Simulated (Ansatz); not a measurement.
Relaxed ZrO2 (fluorite):

```
CELL_PARAMETERS angstrom
      0.00000     5.11588     5.11588
      2.55794     0.00000     2.55794
      2.55794     2.55794     0.00000
ATOMIC_POSITIONS crystal
  Zr 0.00000 0.00000 0.00000
  Zr 0.50000 0.00000 0.00000
  O  0.12500 0.25000 0.25000
  O  0.62500 0.25000 0.25000
  O  0.37500 0.75000 0.75000
  O  0.87500 0.75000 0.75000
```

In each cell atom 3 (O, nearest neighbour Zr at 2.215 Å; its periodic images, 3.6 Å or more away, move with it) moves by s·(-0.577, -0.577, -0.577) (towards the nearest neighbour), the rest being held.

All values below come from PBE (plane waves to 420 eV, PAW, scalar-relativistic; Ansatz, a first-principles code). k mesh 9×9×9 (Γ-centred), Fermi-Dirac smearing 0.05 eV. E stands for the smeared free energy. Left out: 1 of 11 points, with atoms too close for the PAW data. F⊥ is the part of the force across the line. The PAW data are Ansatz's earlier set. This is a high-temperature form of ZrO2. ZrO2 is run without spin polarisation. ZrO2 was relaxed with its symmetry unable to fall. ΔE is measured from the undisplaced structure.

### Question
Predict the ΔE (eV/cell) and |F⊥| (eV/Å) at s (Å) = -0.440, -0.352, -0.088, 0.088, 0.264, 0.352.

### Answer
```tsv
s (Å)	ΔE (eV/cell)	|F⊥| (eV/Å)
-0.440	0.742	0.312
-0.352	0.506	0.253
-0.088	0.039	0.064
0.088	0.045	0.063
0.264	0.477	0.187
0.352	0.930	0.250
```

(For displaced atoms, the force is minus the slope of the energy, and its curvature is a force constant, which sets phonon frequencies.)
